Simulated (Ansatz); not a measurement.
## What internal relaxation does to the elastic constants of TaSi2

Theory: DFT PBEsol, scalar-relativistic, plane waves, PAW in Ansatz 0.2.0. Plane waves to 420 eV; Γ-centred k mesh 12×12×6; Fermi-Dirac smearing of 0.15 eV. No spin polarisation.

Relaxed structure:
```xyz
9
Lattice="4.7583 0.0000 0.0000 -2.3792 4.1208 0.0000 0.0000 0.0000 6.5651" Properties=species:S:1:pos:R:3 pbc="T T T"
Ta    2.3792    0.0000    0.0000
Ta    1.1896    2.0604    4.3768
Ta   -1.1896    2.0604    2.1884
Si    0.0000    1.3165    0.0000
Si    3.6182    0.6582    4.3768
Si    1.2391    3.4626    2.1884
Si    2.3792    2.8044    0.0000
Si   -1.2391    3.4626    4.3768
Si    1.1401    0.6582    2.1884
```

In a metal, frequencies and elastic constants depend on the k mesh and the smearing, soft modes and shear constants most. Spin–orbit coupling is left out, which can shift energies with elements as heavy as these.

Clamped-ion constants (GPa, Voigt order; atoms follow the strain homogeneously):
```
390.0  71.1  95.7   0.0   0.0   0.0
 71.1 390.0  95.7   0.0   0.0   0.0
 95.7  95.7 473.3   0.0   0.0   0.0
  0.0   0.0   0.0 162.7   0.0   0.0
  0.0   0.0   0.0   0.0 162.7   0.0
  0.0   0.0   0.0   0.0   0.0 159.5
```

**Question.** What are the constants once the atoms relax in each strained cell?

**Answer.**
```
382.1  76.8  98.2   0.0   0.0   0.0
 76.8 382.1  98.2   0.0   0.0   0.0
 98.2  98.2 467.5   0.0   0.0   0.0
  0.0   0.0   0.0 138.8   0.0   0.0
  0.0   0.0   0.0   0.0 138.8   0.0
  0.0   0.0   0.0   0.0   0.0 152.6
```
The Voigt shear modulus goes from 163.0 to 149.9 GPa and the Voigt bulk modulus doesn't change. Relaxation subtracts ΛᵀK⁻¹Λ/V, with Λ the forces that a strain puts on the atoms and K the zone-centre force constants. At a stable cell this can only lower the diagonal constants, and it acts only for strains that share their symmetry with an optical mode; elsewhere, and where the coupling is weak, the constants hardly move.

Cost: 2 runs of about 47 core-minutes in all, on Intel Xeon 6975P-C (Granite Rapids), Intel Xeon Platinum 8259CL (Skylake/Cascade Lake) (shared hosts).